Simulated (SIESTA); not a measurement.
Al2Cu: band structure with LDA

Al2Cu:

```xyz
3
Lattice="-2.0303 2.0303 2.8511 2.0303 -2.0303 2.8511 2.0303 2.0303 -2.8511" Properties=species:S:1:pos:R:3 pbc="T T T"
Cu    0.0000    0.0000    2.8511
Al    2.0303    0.0000    1.4255
Al    0.0000    2.0303    1.4255
```

The cell comes from a database or a generator and needn't be the stable form of this composition.

| Quantity | Value |
| --- | --- |
| Program | SIESTA 5.4.2 |
| Task | band structure |
| Functional | LDA |
| Potentials or basis | PseudoDojo 0.4 standard (LDA files) |
| Basis | DZP (energy shift 0.003 Ry; two zetas on semicore shells) |
| Grid cutoff | 800 Ry |
| Energy shift | 0.003 Ry |
| k mesh | 9 × 9 × 9 |
| Occupations | fermi-dirac, width 0.05 eV |
| Spin | no spin polarisation |

```
Pressure               : -3.4 GPa
Band gap on the k mesh : none (metal or under the smearing width)
```

Stress tensor (GPa, compression positive):
```
-3.47  0.00  0.00
 0.00 -3.47  0.00
 0.00  0.00 -3.21
```

Levels at the corners of the path, in eV from the Fermi level:
| point | band 10 | band 11 | band 12 | band 13 | band 14 | band 15 | band 16 | band 17 |
| --- | --- | --- | --- | --- | --- | --- | --- | --- |
| Γ | -4.18 | 2.88 | 2.88 | 2.93 | 2.98 | 3.06 | 3.06 | 4.94 |
| X | -4.02 | -3.89 | -1.96 | -1.91 | 0.38 | 1.63 | 9.18 | 10.63 |
| Y | -3.97 | -3.70 | -3.70 | -2.48 | 4.06 | 4.30 | 5.14 | 5.85 |
| S | -4.15 | -3.95 | -3.26 | -1.34 | 1.19 | 4.40 | 6.68 | 8.91 |
| Γ | -4.18 | 2.88 | 2.88 | 2.93 | 2.98 | 3.06 | 3.06 | 4.94 |
| Z | -4.02 | -3.87 | -1.98 | -1.98 | 0.29 | 1.59 | 9.20 | 10.71 |
| S1 | -4.15 | -3.95 | -3.26 | -1.34 | 1.19 | 4.40 | 6.68 | 8.91 |
| N | -4.13 | -4.13 | 0.57 | 0.63 | 3.02 | 3.05 | 3.99 | 4.64 |
| P | -3.98 | -3.70 | -3.70 | -2.47 | 4.26 | 4.26 | 5.25 | 5.97 |
| Y1 | -3.97 | -3.70 | -3.70 | -2.48 | 4.06 | 4.30 | 5.14 | 5.85 |
| Z | -4.02 | -3.87 | -1.98 | -1.98 | 0.29 | 1.59 | 9.20 | 10.71 |
| X | -4.02 | -3.89 | -1.96 | -1.91 | 0.38 | 1.63 | 9.18 | 10.63 |
| P | -3.98 | -3.70 | -3.70 | -2.47 | 4.26 | 4.26 | 5.25 | 5.97 |

Wall time 2.7 min on 1 thread of Intel(R) Xeon(R) Platinum 8488C (Sapphire Rapids), on a shared host, peak memory 0.5 GiB.

Caveat: short orbitals over semicore shells can move pressures by several GPa; the basis of atomic orbitals isn't converged, which shifts pressures, moduli and gaps.
